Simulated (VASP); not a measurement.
# AlAs in VASP: further runs, part 2 of 2

VASP 6.6.1. Earlier steps stand in the parts before.

### 4 Single point, PBEsol

Contents of INCAR:

```
SYSTEM = AlAs
PREC     = Accurate       ! precision mode
ENCUT    = 520            ! plane-wave cutoff, eV
EDIFF    = 1E-7           ! SCF threshold, eV
ISMEAR   = 0              ! smearing method
SIGMA    = 0.03           ! smearing width, eV
LREAL    = .False.        ! projectors in reciprocal space
LASPH    = .True.         ! aspherical terms in the spheres
NELM     = 80             ! most SCF steps
ALGO     = Normal         ! electronic algorithm
ISIF     = 2              ! what is computed and relaxed
LWAVE    = .False.        ! write WAVECAR
LCHARG   = .False.        ! write CHGCAR
LDIPOL   = .True.       
IDIPOL   = 3            
DIPOL    = 0.5 0.5 0.500
GGA      = PS             ! functional
LVHAR    = .True.       
LVACPOTAV= .True.       
ICORELEVEL= 1            
KPAR     = 4
```

Contents of KPOINTS:

```
regular mesh
0
Gamma
  7 5 1
  0 0 0
```

Contents of POSCAR:

```
AlAs                                    
1.0
    4.0176166800      0.0000000000      0.0000000000
    0.0000000000      5.6817680000      0.0000000000
    0.0000000000      0.0000000000     27.0528500500
  Al              As            
     7     7
Direct
     0.5000000000000000    0.5633406167966032    0.2955719859801756
     0.0000000000000000    0.9803748962426455    0.3478461823893094
     0.5000000000000000    0.4856333969820977    0.4263457855759988
     0.0000000000000000    0.9833232469059136    0.5000000000000000
     0.5000000000000000    0.4856333969820977    0.5736542144240012
     0.0000000000000000    0.9803748962426455    0.6521538176106905
     0.5000000000000000    0.5633406167966032    0.7044280140198245
     0.0000000000000000    0.7668459093885843    0.2685165717475225
     0.5000000000000000    0.2314454584707760    0.3520335637163703
     0.0000000000000000    0.7386487318995111    0.4246476561157206
     0.5000000000000000    0.2340987335336506    0.5000000000000000
     0.0000000000000000    0.7386487318995111    0.5753523438842795
     0.5000000000000000    0.2314454584707760    0.6479664362836297
     0.0000000000000000    0.7668459093885843    0.7314834282524777
```

Potentials or basis: VASP PAW PBE potentials, release 64 (Al, As).

Launch:

```bash
cat potpaw_PBE.64/Al/POTCAR potpaw_PBE.64/As/POTCAR > POTCAR
mpirun -np 4 vasp_std > vasp.out
```

OUTCAR:

```text
SYSTEM = AlAs
   PREC = Accurate
   ENCUT = 520
   EDIFF = 1E-7
   ISMEAR = 0
   LREAL = .False.
   LASPH = .True.
   NELM = 80
   ISIF = 2
   GGA = PS

 ion  position               nearest neighbor table
   1  0.500  0.563  0.296-   9 2.43   8 2.43   8 2.43
   2  0.000  0.980  0.348-   8 2.47   9 2.47   9 2.47  10 2.49
   3  0.500  0.486  0.426-  11 2.45  10 2.47  10 2.47   9 2.48
   4  0.000  0.983  0.500-  11 2.46  11 2.46  12 2.47  10 2.47
   5  0.500  0.486  0.574-  11 2.45  12 2.47  12 2.47  13 2.48
   6  0.000  0.980  0.652-  14 2.47  13 2.47  13 2.47  12 2.49
[... 723 lines left out ...]
      direct lattice vectors                 reciprocal lattice vectors
     4.017616680  0.000000000  0.000000000     0.248903785  0.000000000  0.000000000
     0.000000000  5.681768000  0.000000000     0.000000000  0.176001554  0.000000000
     0.000000000  0.000000000 27.052850050     0.000000000  0.000000000  0.036964682

 POSITION                                       TOTAL-FORCE (eV/Angst)
 -----------------------------------------------------------------------------------
      2.00881      3.20077      7.99606         0.000000      0.006332      0.004055
      0.00000      5.57026      9.41023         0.000000     -0.003381      0.000416
      2.00881      2.75926     11.53387         0.000000      0.010777     -0.004123
      0.00000      5.58701     13.52643         0.000000      0.003407      0.000000
      2.00881      2.75926     15.51898         0.000000      0.010777      0.004123
      0.00000      5.57026     17.64262         0.000000     -0.003381     -0.000416
      2.00881      3.20077     19.05679         0.000000      0.006332     -0.004055
      0.00000      4.35704      7.26414         0.000000     -0.010635      0.009774
      2.00881      1.31502      9.52351        -0.000000      0.000609     -0.003230
      0.00000      4.19683     11.48793         0.000000     -0.001658      0.013225
      2.00881      1.33009     13.52643         0.000000     -0.007497      0.000000
      0.00000      4.19683     15.56492         0.000000     -0.001658     -0.013225
      2.00881      1.31502     17.52934        -0.000000      0.000609      0.003230
      0.00000      4.35704     19.78871         0.000000     -0.010635     -0.009774
 -----------------------------------------------------------------------------------
    total drift:                                0.000000      0.000327     -0.000001

  FREE ENERGIE OF THE ION-ELECTRON SYSTEM (eV)
  ---------------------------------------------------
  free  energy   TOTEN  =       -68.1439936900 eV

  energy  without entropy=      -68.1439936900  energy(sigma->0) =      -68.14399369

 vacuum level on the upper side and lower side of the slab         4.715         4.715
```

OSZICAR:

```text
N       E                     dE             d eps       ncg     rms          rms(c)
DAV:   1     0.289814088372E+03    0.28981E+03   -0.18513E+04   864   0.115E+03
DAV:   2    -0.330572224853E+02   -0.32287E+03   -0.31499E+03  1188   0.190E+02
DAV:   3    -0.686392705761E+02   -0.35582E+02   -0.35318E+02   984   0.653E+01
DAV:   4    -0.704236025289E+02   -0.17843E+01   -0.17803E+01  1248   0.166E+01
[... 16 lines left out ...]
DAV:  21    -0.681439880847E+02   -0.17282E-04   -0.11627E-06   832   0.232E-03    0.416E-04
DAV:  22    -0.681439921323E+02   -0.40476E-05   -0.14425E-07   820   0.948E-04    0.251E-04
DAV:  23    -0.681439935240E+02   -0.13917E-05   -0.44946E-08   672   0.557E-04    0.133E-04
DAV:  24    -0.681439936418E+02   -0.11784E-06   -0.47570E-09   632   0.235E-04    0.754E-05
DAV:  25    -0.681439936900E+02   -0.48180E-07   -0.24646E-09   576   0.176E-04
   1 F= -.68143994E+02 E0= -.68143994E+02  d E =-.119512E-13
```

stdout:

```text
POSCAR found type information on POSCAR AlAs
 POSCAR found :  2 types and      14 ions
 scaLAPACK will be used
 -----------------------------------------------------------------------------
[... 23 lines left out ...]
|     Did not find any points to average over, which means that no vacuum     |
|     field-free region was found. Please increase the size of  your cell     |
|     in the dimension of the dipole correction to obtain accurate            |
|     workfunction values.                                                    |
|                                                                             |
 -----------------------------------------------------------------------------
```

Wall time 2.1 min (4 MPI ranks of Intel Xeon Platinum 8488C (Sapphire Rapids), shared host); peak memory 0.65 GiB.

What came out:

* Free energy: -68.1440 eV
* Largest force: 0.014 eV/Å
* Band gap on the k mesh: 0.88 eV, indirect (least direct gap 1.45 eV)
* Ionisation potential of the upper face: 5.34 eV

Forces in eV/Å, atoms in the order of the input:
```
Al   0.000  0.006  0.004
Al   0.000 -0.003  0.000
Al   0.000  0.011 -0.004
Al   0.000  0.003  0.000
Al   0.000  0.011  0.004
Al   0.000 -0.003  0.000
Al   0.000  0.006 -0.004
As   0.000 -0.011  0.010
As   0.000  0.001 -0.003
As   0.000 -0.002  0.013
As   0.000 -0.007  0.000
As   0.000 -0.002 -0.013
As   0.000  0.001  0.003
As   0.000 -0.011 -0.010
```

Core levels (eV, on the scale of the bands):
| atom | levels |
| --- | --- |
| 1 Al | 1s -1506.6, 2s -103.8, 2p -65.2 |
| 2 Al | 1s -1506.3, 2s -103.5, 2p -65.0 |
| 3 Al | 1s -1506.3, 2s -103.5, 2p -65.0 |
| 4 Al | 1s -1506.3, 2s -103.5, 2p -65.0 |
| 5 Al | 1s -1506.3, 2s -103.5, 2p -65.0 |
| 6 Al | 1s -1506.3, 2s -103.5, 2p -65.0 |

Caveat: the PAW data sets were made with another functional, which shifts forces and pressure a little. As with any semilocal functional, this PBEsol gap is likely too small.
